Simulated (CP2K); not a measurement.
# GaAs (F-43m) in CP2K: further runs

Runs on GaAs. Level: PBE. Tasks: single point.

All numbers are computed with CP2K 2026.2; they aren't measurements. Logs are shortened: lines on timing, memory, paths and dates and some standing lists are left out, and cuts for length are marked.

**Measured values to compare with.**

“Evidence of valence band perturbations in GaAsN/GaAs(001): A combined variable-angle spectroscopic ellipsometry and modulated photoreflectance investigation”, 2008, arxiv:0805.2212 reports, for a bulk crystal of GaAs at 300 K: band gap 1.418 ± 0.005 eV (direct); band gap 1.412 ± 0.01 eV (direct).

How close the calculation comes is told below.

## Step 1: Starting point

Symmetry: F-43m, No. 216, cubic system. Conventional cell: a = 5.654 Å, b = 5.654 Å, c = 5.654 Å, α = 90.00°, β = 90.00°, γ = 90.00°. Around As (site symmetry -43m) lie 4 Ga at 2.45 Å. Ga (site symmetry -43m) has 4 As at 2.45 Å as nearest neighbours.

## Step 2: Single point, PBE

Input file gaas_scf.inp:

```
&GLOBAL
  PROJECT gaas_scf
  RUN_TYPE ENERGY_FORCE
  PRINT_LEVEL LOW
&END GLOBAL
&FORCE_EVAL
  METHOD QS
  STRESS_TENSOR ANALYTICAL
  &DFT
    BASIS_SET_FILE_NAME BASIS_MOLOPT_UZH
    POTENTIAL_FILE_NAME POTENTIAL_UZH
    &MGRID
      CUTOFF 450
      REL_CUTOFF 60
      NGRIDS 5
    &END MGRID
    &QS
      METHOD GPW
      EPS_DEFAULT 1.0E-10
    &END QS
    &KPOINTS
      SCHEME MONKHORST-PACK 8 8 8
      GAMMA_CENTERED T
      SYMMETRY T
      SYMMETRY_BACKEND SPGLIB
    &END KPOINTS
    &SCF
      SCF_GUESS ATOMIC
      EPS_SCF 1.0E-6
      MAX_SCF 100
      ADDED_MOS 10
      CHOLESKY OFF
      EPS_EIGVAL 1.0E-7
      &DIAGONALIZATION ON
        ALGORITHM STANDARD
      &END DIAGONALIZATION
      &MIXING ON
        METHOD BROYDEN_MIXING
        ALPHA 0.4
        BETA 1.5
        NBUFFER 8
      &END MIXING
      &SMEAR ON
        METHOD GAUSSIAN
        SIGMA [eV] 0.025
      &END SMEAR
    &END SCF
    &XC
      &XC_FUNCTIONAL
        &GGA_X_PBE
        &END GGA_X_PBE
        &GGA_C_PBE
        &END GGA_C_PBE
      &END XC_FUNCTIONAL
    &END XC
    &PRINT
      &KPOINTS ON
      &END KPOINTS
      &MULLIKEN ON
      &END MULLIKEN
      &MO ON
        ENERGIES T
        OCCUPATION_NUMBERS T
        &EACH
          QS_SCF 0
        &END EACH
        ADD_LAST NUMERIC
      &END MO
      &E_DENSITY_CUBE ON
        STRIDE 1
      &END E_DENSITY_CUBE
      &V_HARTREE_CUBE ON
        STRIDE 1
      &END V_HARTREE_CUBE
      &ELF_CUBE ON
        STRIDE 1
      &END ELF_CUBE
    &END PRINT
  &END DFT
  &SUBSYS
    &CELL
      A 3.9977696088 0.0000000000 0.0000000000
      B 1.9988848044 3.4621700397 0.0000000000
      C 1.9988848044 1.1540566799 3.2641652169
      PERIODIC XYZ
    &END CELL
    &COORD
      As  5.9966544132 3.4621700397 2.4481239127
      Ga  0.0000000000 0.0000000000 0.0000000000
    &END COORD
    &KIND As
      BASIS_SET TZVP-MOLOPT-PBE-GTH-q5
      POTENTIAL GTH-PBE-q5
    &END KIND
    &KIND Ga
      BASIS_SET TZVP-MOLOPT-PBE-GTH-q13
      POTENTIAL GTH-PBE-q13
    &END KIND
    &PRINT
      &ATOMIC_COORDINATES ON
      &END ATOMIC_COORDINATES
      &CELL ON
      &END CELL
      &SYMMETRY ON
      &END SYMMETRY
    &END PRINT
  &END SUBSYS
  &PRINT
    &FORCES ON
    &END FORCES
    &STRESS_TENSOR ON
    &END STRESS_TENSOR
  &END PRINT
&END FORCE_EVAL
```

Potentials or basis: POTENTIAL_UZH As GTH-PBE-q5, Ga GTH-PBE-q13; TZVP-MOLOPT-PBE-GTH basis.

On the command line:

```
$ OMP_NUM_THREADS=1 cp2k.psmp -i gaas_scf.inp -o gaas_scf.out
```

gaas_scf.out:

```text

 CP2K| version string:                                       CP2K version 2026.2
 CP2K| Input file name                                              gaas_scf.inp

 GLOBAL| Force Environment number                                              1
 GLOBAL| Basis set file name                                    BASIS_MOLOPT_UZH
 GLOBAL| Potential file name                                       POTENTIAL_UZH
 GLOBAL| MM Potential file name                                     MM_POTENTIAL
 GLOBAL| Coordinate file name                                      __STD_INPUT__
 GLOBAL| Method name                                                        CP2K
 GLOBAL| Project name                                                   gaas_scf
 GLOBAL| Run type                                                   ENERGY_FORCE
 GLOBAL| FFT library                                                       FFTW3
[... 8 lines left out ...]
 GLOBAL| CPU model name                                                  UNKNOWN

 CELL| Volume [angstrom^3]:                                            45.179174
 CELL| Vector a [angstrom]:       3.998     0.000     0.000   |a| =     3.997770
 CELL| Vector b [angstrom]:       1.999     3.462     0.000   |b| =     3.997770
 CELL| Vector c [angstrom]:       1.999     1.154     3.264   |c| =     3.997770
 CELL| Angle (b,c), alpha [degree]:                                    60.000000
 CELL| Angle (a,c), beta  [degree]:                                    60.000000
 CELL| Angle (a,b), gamma [degree]:                                    60.000000
 CELL| Numerically orthorhombic:                                              NO
 CELL| Periodicity                                                           XYZ

 CELL_REF| Volume [angstrom^3]:                                        45.179174
 CELL_REF| Vector a [angstrom     3.998     0.000     0.000   |a| =     3.997770
 CELL_REF| Vector b [angstrom     1.999     3.462     0.000   |b| =     3.997770
 CELL_REF| Vector c [angstrom     1.999     1.154     3.264   |c| =     3.997770
 CELL_REF| Angle (b,c), alpha [degree]:                                60.000000
 CELL_REF| Angle (a,c), beta  [degree]:                                60.000000
 CELL_REF| Angle (a,b), gamma [degree]:                                60.000000
 CELL_REF| Numerically orthorhombic:                                          NO
 CELL_REF| Periodicity                                                       XYZ
[... 12 lines left out ...]
                             - Atoms:                                          2
                             - Shell sets:                                     2
                             - Shells:                                        17
                             - Primitive Cartesian functions:                 10
                             - Cartesian basis functions:                     58
                             - Spherical basis functions:                     51

  Maximum angular momentum of the orbital basis functions:                     3

 MODULE QUICKSTEP: ATOMIC COORDINATES IN ANGSTROM

   Atom Kind Element         X             Y             Z       Z(eff)     Mass
      1    1 As   33      5.996654      3.462170      2.448124   5.0000  74.9216
      2    2 Ga   31      0.000000      0.000000      0.000000  13.0000  69.7230
[... 93 lines left out ...]
     7 Broy./Diag. 0.40E+00    2.5     0.00155901       -80.9281563316 -9.68E-04
     8 Broy./Diag. 0.40E+00    2.6     0.00040956       -80.9310655840 -2.91E-03
     9 Broy./Diag. 0.40E+00    2.6     0.00013361       -80.9319664488 -9.01E-04
    10 Broy./Diag. 0.40E+00    2.6     0.00000850       -80.9319717656 -5.32E-06
    11 Broy./Diag. 0.40E+00    2.6     0.00008719       -80.9319432913  2.85E-05
    12 Broy./Diag. 0.40E+00    2.6     0.00000631       -80.9319280934  1.52E-05
    13 Broy./Diag. 0.40E+00    2.6     0.00000370       -80.9319163443  1.17E-05
    14 Broy./Diag. 0.40E+00    2.6     0.00000086       -80.9319153006  1.04E-06

  *** SCF run converged in    14 steps ***

  Electronic density on regular grids:        -17.9999999662        0.0000000338
  Core density on regular grids:               17.9999999977       -0.0000000023
  Total charge density on r-space grids:        0.0000000315
  Total charge density g-space grids:           0.0000000315

  Overlap energy of the core charge distribution:               0.00000000546787
  Self energy of the core charge distribution:               -110.84104255844619
  Core Hamiltonian energy:                                     32.33842635188054
  Hartree energy:                                               9.38257869182647
  Exchange-correlation energy:                                -11.81187779135987
  Smearing free energy correction:                             -0.00000000000000
  Fermi energy:                                                 0.16959920000448

  Total energy:                                               -80.93191530063119
  Total energy (extrapolated to sigma->0):                    -80.93191530063119

 MO| EIGENVALUES AND OCCUPATION NUMBERS FOR K POINT 1
 MO|
 MO|  Index      Eigenvalue [a.u.]        Eigenvalue [eV]             Occupation
 MO|      1              -0.391032             -10.640521               2.000000
 MO|      2              -0.387954             -10.556763               2.000000
 MO|      3              -0.387954             -10.556763               2.000000
 MO|      4              -0.385584             -10.492288               2.000000
 MO|      5              -0.385584             -10.492287               2.000000
 MO|      6              -0.260265              -7.082177               2.000000
[... 349 lines left out ...]
 MO|     18               0.756405              20.582826               0.000000
 MO|     19               0.796818              21.682529               0.000000
 MO| Sum:                                                              18.000000
 MO| E(Fermi):            0.169599 a.u.          4.615029 eV
 MO| Band gap:            0.177509 a.u.          4.830279 eV

 [... the levels of further k-points ...]

 The electron density is written in Cube    file format to the file:

 gaas_scf-ELECTRON_DENSITY-1_0.cube

 !-----------------------------------------------------------------------------!
                     Mulliken Population Analysis

 #  Atom  Element  Kind  Atomic population                           Net charge
       1     As       1          4.658685                              0.341315
       2     Ga       2         13.341315                             -0.341315
 # Total charge                             18.000000                  0.000000

 !-----------------------------------------------------------------------------!

               ----- ELF is computed on the real space grid -----

 ELF is written in Cube    file format to the file:

 gaas_scf-ELF_S1-1_0.cube

 ENERGY| Total FORCE_EVAL ( QS ) energy [hartree]            -80.931914605311675

 FORCES| Atomic forces [hartree/bohr]
 FORCES|   Atom     x               y               z               |f|
 FORCES|      1 -5.30862764E-05 -3.06520763E-05 -2.16840330E-05   6.50223024E-05
 FORCES|      2 -4.52382759E-05 -2.61156282E-05 -1.84564581E-05   5.54000766E-05
 FORCES| Sum    -9.83245523E-05 -5.67677045E-05 -4.01404912E-05
 FORCES| Total atomic force                                       1.20422377E-04

 STRESS| Analytical stress tensor [bar]
 STRESS|                        x                   y                   z
 STRESS|      x        4.00222755004E+04   5.81029580384E+02   4.10480577249E+02
 STRESS|      y        5.81029580384E+02   3.93515731997E+04   2.37428873279E+02
 STRESS|      z        4.10480577249E+02   2.37428873279E+02   3.91842625537E+04
 STRESS| 1/3 Trace                                             3.95193704179E+04
 STRESS| Determinant                                           6.16908411879E+13

 STRESS| Eigenvectors and eigenvalues of the analytical stress tensor [bar]
 STRESS|                        1                   2                   3
 STRESS| Eigenvalues   3.90159080893E+04   3.90167543382E+04   4.05254488264E+04
 STRESS|      x          -0.328973672343     -0.474585436974      0.816422063591
 STRESS|      y           0.854219745513      0.219027655725      0.471524667863
 STRESS|      z          -0.402597751212      0.852523048979      0.333345918947
```

Run time: 49 s. Hardware: 1 thread of Arm Neoverse V1, shared host; peak memory 0.3 GiB.

Results:

```yaml
Free_energy: -2202.2694 eV
Pressure: 4.0 GPa
Band_gap_on_the_k_mesh: 0.48 eV, direct
Mulliken_charges: As +0.34; Ga -0.34 e
```

Caveat: Mulliken charges move with the basis; the basis of atomic orbitals isn't converged, which shifts pressures, moduli and gaps; the real-space grid breaks the cell's symmetry a little.

[end of part 1 of 2]
